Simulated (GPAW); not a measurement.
Input of a GPAW 26.7.0 run:

Contents of run.py:

```python
from ase import Atoms
from ase.dft.bandgap import bandgap
from ase.io import write
from ase.units import GPa
from gpaw import GPAW, PW

atoms = Atoms(['Hf', 'O', 'O'],
              cell=[[0.0, 2.5575, 2.5575],
                    [2.5575, 0.0, 2.5575],
                    [2.5575, 2.5575, 0.0]],
              scaled_positions=[[0.0, 0.0, 0.0],
                                [0.75, 0.75, 0.75],
                                [0.25, 0.25, 0.25]],
              pbc=True)

calc = GPAW(mode=PW(800),
            xc='PBE',
            kpts={'size': (9, 9, 9), 'gamma': True},
            occupations={'name': 'methfessel-paxton', 'order': 0, 'width': 0.03},
            nbands=24,
            convergence={'density': 1e-05, 'energy': 1e-05},
            maxiter=150,
            txt='gpaw.txt')
atoms.calc = calc
energy = atoms.get_potential_energy()
forces = atoms.get_forces()
stress = atoms.get_stress()
calc.write('gs.gpw')
write('result.traj', atoms)
print(f'Energy: {energy:.6f} eV')
print('Forces (eV/A):')
print(forces.round(4))
print('Stress (GPa):', (stress / GPa).round(3))
print('Fermi level:', round(calc.get_fermi_level(), 4), 'eV')
print(f'Gap: {bandgap(calc)[0]:.4f} eV, direct: {bandgap(calc, direct=True)[0]:.4f} eV')
```

Potentials or basis: GPAW PAW data sets (gpaw-data 1.2.1), pw.

Launch:

```console
$ OMP_NUM_THREADS=1 python run.py
```

(1) What does it give for the band gap on the k mesh?

(2) What does it give for the pressure?

## Answers

(1) 3.84 eV, indirect (least direct gap 3.95 eV).

(2) -2.8 GPa.

Caveat: spin-orbit coupling is left out, which moves the levels of the heavy elements; an odd mesh through Γ misses points on the zone boundary, where band edges often lie.
